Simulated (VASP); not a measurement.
# FeSi: convergence, relaxation of the atoms

FeSi, P1 (no. 1), 8 atoms in the cell. PBE, relaxation of the atoms; PAW potentials Fe, Si (PBE set). VASP 6.6.1.

Wanted: energy within 1 meV/atom; two shortest distances of each atom within 0.01 Å.

POSCAR:
```
FeSi
1.0
    4.5507000000      0.0000000000      0.0000000000
    0.0000000000      4.5507000000      0.0000000000
    0.0000000000      0.0000000000      4.5507000000
Fe Si
4 4
Direct
    0.8733000000      0.6428430000      0.3648410000
    0.6212390000      0.3710780000      0.8666060000
    0.3598640000      0.8661420000      0.6384010000
    0.1455570000      0.1307670000      0.1411740000
    0.1509470000      0.3337340000      0.6465900000
    0.3560760000      0.6520190000      0.1494780000
    0.6502550000      0.1474990000      0.3388540000
    0.8427630000      0.8559160000      0.8540570000
```

The series start from Force threshold EDIFFG (eV/Å): -0.02; Electronic threshold EDIFF (eV): 1e-6; Relaxation method: conjugate gradient, POTIM 0.5; Mixing and least electronic steps: default. Each series keeps the choices made before it, and each single choice may use up half of a tolerance.

## Force threshold EDIFFG (eV/Å)

| Force threshold EDIFFG (eV/Å) | Energy less reference (meV/atom) | Two shortest distances of each atom, largest deviation (Å) | Time (s) |
|---|---|---|---|
| -0.1 | 0.2 | 0.007 | 37 |
| -0.05 | 0.1 | 0.003 | 42 |
| -0.03 | 0.0 | 0.001 | 45 |
| -0.02 | 0.0 | 0.001 | 61 |
| -0.01 | 0.0 | 0.000 | 60 |
| -0.005 | 0.0 | 0.000 | 62 |
| -0.002 (reference) | 0.0 | 0.000 | 70 |

Chosen: -0.05, the loosest value from which every tighter one stays within half of the tolerance.

## Electronic threshold EDIFF (eV)

| Electronic threshold EDIFF (eV) | Energy less reference (meV/atom) | Two shortest distances of each atom, largest deviation (Å) | SCF iterations | Time (s) |
|---|---|---|---|---|
| 0.001 | 0.0 | 0.004 | 52 | 31 |
| 0.0001 | 0.0 | 0.003 | 53 | 30 |
| 1e-5 | 0.0 | 0.000 | 73 | 40 |
| 1e-6 | 0.0 | 0.002 | 76 | 42 |
| 1e-7 (reference) | 0.0 | 0.000 | 95 | 56 |

Chosen: 0.001.

## Relaxation method

| Relaxation method | Energy less reference (meV/atom) | Two shortest distances of each atom, largest deviation (Å) | SCF iterations | Time (s) |
|---|---|---|---|---|
| conjugate gradient, POTIM 0.5 | 0.0 | 0.000 | 52 | 31 |
| conjugate gradient, POTIM 0.2 | 0.1 | 0.004 | 63 | 43 |
| conjugate gradient, POTIM 1.0 | 0.1 | 0.003 | 55 | 33 |
| quasi-Newton, POTIM 0.5 | 0.0 | 0.004 | 41 | 26 |
| quasi-Newton, POTIM 0.3, 10 steps kept | 0.0 | 0.004 | 43 | 28 |
| quasi-Newton, POTIM 0.5, at least 5 electronic steps | 0.1 | 0.003 | 45 | 28 |
| damped dynamics, POTIM 0.2, SMASS 0.4 | -0.1 | 0.003 | 78 | 50 |
| damped dynamics, POTIM 0.4, SMASS 0.8 | 0.0 | 0.004 | 55 | 33 |
| velocity quench, POTIM 0.1 | 0.1 | 0.004 | 46 | 29 |

Chosen: quasi-Newton, POTIM 0.5; it saves 4.5 s of 31, so conjugate gradient, POTIM 0.5 would do nearly as well.

## Mixing and least electronic steps

| Mixing and least electronic steps | Energy less reference (meV/atom) | Two shortest distances of each atom, largest deviation (Å) | SCF iterations | Time (s) |
|---|---|---|---|---|
| default | 0.0 | 0.000 | 41 | 26 |
| MAXMIX 40 | 0.0 | 0.001 | 31 | 20 |
| NELMIN 4 | 0.0 | 0.000 | 41 | 26 |
| NELMIN 4, MAXMIX 40 | 0.0 | 0.001 | 33 | 22 |
| ALGO Fast | 0.1 | 0.004 | 35 | 24 |

Chosen: MAXMIX 40; it saves 6.3 s of 26, so default would do nearly as well.

## All choices together

| Input | Energy less reference (meV/atom) | Two shortest distances of each atom, largest deviation (Å) | Time (s) |
|---|---|---|---|
| program defaults (naive) | 0.0 | 0.003 | 42 |
| chosen settings | 0.0 | 0.002 | 20 |
| reference settings throughout | 0.0 | 0.000 | 95 |

The tolerance is met.

## The input

INCAR:
```
PREC     = Normal         # precision mode
ENCUT    = 350            # plane-wave cutoff, eV
EDIFF    = 0.001          # SCF threshold, eV
ISMEAR   = 0              # smearing method
SIGMA    = 0.05           # smearing width, eV
LREAL    = False          # projectors in reciprocal space
LASPH    = True           # aspherical terms in the spheres
NELM     = 100            # most SCF steps
ALGO     = Normal         # electronic algorithm
LWAVE    = False          # write WAVECAR
LCHARG   = False          # write CHGCAR
ISPIN    = 2              # spin polarisation
MAGMOM   = 3 3 3 3 0 0 0 0 # initial moments
LMAXMIX  = 4              # l up to which the mixer works
IBRION   = 1              # ionic algorithm
NSW      = 150            # ionic steps
ISIF     = 2              # what is computed and relaxed
EDIFFG   = -0.05          # ionic threshold
POTIM    = 0.5            # step
KPAR     = 8            
MAXMIX   = 40            
```

KPOINTS:
```
k-points
0
Gamma
  4 4 4
```

Commands:
```
cat potpaw_PBE.64/Fe/POTCAR potpaw_PBE.64/Si/POTCAR > POTCAR
mpirun -np 8 vasp_std > vasp.out
```

The naive input happens to agree within the tolerance here, in 42 s.

Limits: the start was distorted on purpose (atoms moved at random), so the space group given is the start's and not the crystal's.

The chosen input took VASP 6.6.1 20 s on 8 cores (Intel Xeon 6975P-C (Granite Rapids)), a shared host.

## An input that fails: ionic step far too long

VASP's message: internal error in: us.F  at line: 1398 internal ERROR SETYLM_AUG: -1 28 1295 47 -2 27 27 If you are not a developer, you should not encounter this problem. Please submit a bug report.

Changes against the starting input:
```
- NELM = 100
- IBRION = 2
- NSW = 150
- POTIM = 0.5
+ NELM = 60
+ IBRION = 3
+ NSW = 30
+ POTIM = 5.0
+ SMASS = 0.4
```
